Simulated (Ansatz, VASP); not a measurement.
## Nb in VASP and in Ansatz

File INCAR:

```
SYSTEM = Nb
ALGO = Normal ; EDIFF = 1E-8
ENCUT = 520 ; GGA = PS
ISIF = 2 ; ISMEAR = -1
LASPH = .TRUE. ; LCHARG = .FALSE.
LEFG = .TRUE. ; LREAL = .FALSE.
LWAVE = .FALSE. ; NBANDS = 12
NELM = 80 ; PREC = Accurate
SIGMA = 0.08
```

The input KPOINTS:

```
k-points
0
G
  13 13 13
  0 0 0
```

POSCAR

```
Nb
1.0
    0.0000000000      2.0791456158      2.0791456158
    2.0791456158      0.0000000000      2.0791456158
    2.0791456158      2.0791456158      0.0000000000
Nb
1
Direct
    0.0000000000      0.0000000000      0.0000000000
```

Input for Ansatz:

```yaml
crystal:
  lattice:
    - [0.0, 2.0791456158, 2.0791456158]
    - [2.0791456158, 0.0, 2.0791456158]
    - [2.0791456158, 2.0791456158, 0.0]
  atoms:
    - { symbol: Nb, position: [0.0, 0.0, 0.0] }
kpoints:
  mp_grid: { grid: [13, 13, 13] }
scf:
  occupations: { method: fermi_dirac, width: 0.08 }
hamiltonian:
  xc: pbesol
  pseudopotentials: { kind: all_electron, datasets: crystal }
output:
  forces: true
  stress: true
  eigenvalues: true
  efg: { contact_densities: true }
```

Change from the starting cell: volume scaled by 0.95, crystal datasets.

Alike in both runs: task electric field gradients; functional PBEsol; k mesh 13 × 13 × 13; occupations fermi-dirac, width 0.08 eV; no spin polarisation.

```csv
,VASP,Ansatz
version,VASP 6.6.1,Ansatz 0.2.0
potentials or method,"VASP PAW PBE potentials, release 64 (Nb_sv)","all-electron PAW with datasets made for the crystal, scalar-relativistic"
plane-wave cutoff (eV),520,see its input
```

|  | VASP | Ansatz | Ansatz less VASP |
| --- | --- | --- | --- |
| pressure (GPa) | 1.6 | 1.9 | +0.29 |
| Vzz of the field gradient on the site that differs most (V/Å²) | 0.0 | 0.0 | 0.00 |

Ansatz ran all-electron here, so the differences hold the error of VASP's frozen core and of both bases. Ansatz warned: «gradients_without_spin_orbit».

Caveats: the PAW data sets were made with another functional, which shifts forces and pressure a little (VASP).
